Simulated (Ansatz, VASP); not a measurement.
# One calculation of Ru, two programs

```xyz
2
Lattice="2.6976 0.0000 0.0000 -1.3488 2.3362 0.0000 0.0000 0.0000 4.2658" Properties=species:S:1:pos:R:3 pbc="T T T"
Ru    0.0000    1.5575    1.0665
Ru    1.3488    0.7787    3.1994
```

Alike in both runs: functional PBE; dispersion D3(BJ); k mesh 18 × 18 × 10; occupations gaussian, width 0.1 eV; no spin polarisation.

Ansatz relaxed the structure, and its values are those at the end. VASP's run is a single point on that final structure, the one shown.

```csv
,VASP,Ansatz
version,VASP 6.6.1,Ansatz 0.2.0
potentials or method,"VASP PAW PBE potentials, release 64 (Ru_pv)","scalar-relativistic, plane waves, PAW"
plane-wave cutoff (eV),520,420
valence electrons in the cell,28,32
```

|  | VASP | Ansatz | Ansatz less VASP |
| --- | --- | --- | --- |
| gap on the k mesh at the Fermi level (eV) | none | none | - |
| pressure (GPa) | -0.1 | 0.0 | +0.07 |

A gap of «none» marks a metal or a gap that the smearing closes. The two sets of potentials don't hold the same shells in valence.

Caveats: pairwise dispersion overbinds metals, which lowers pressure and volume.
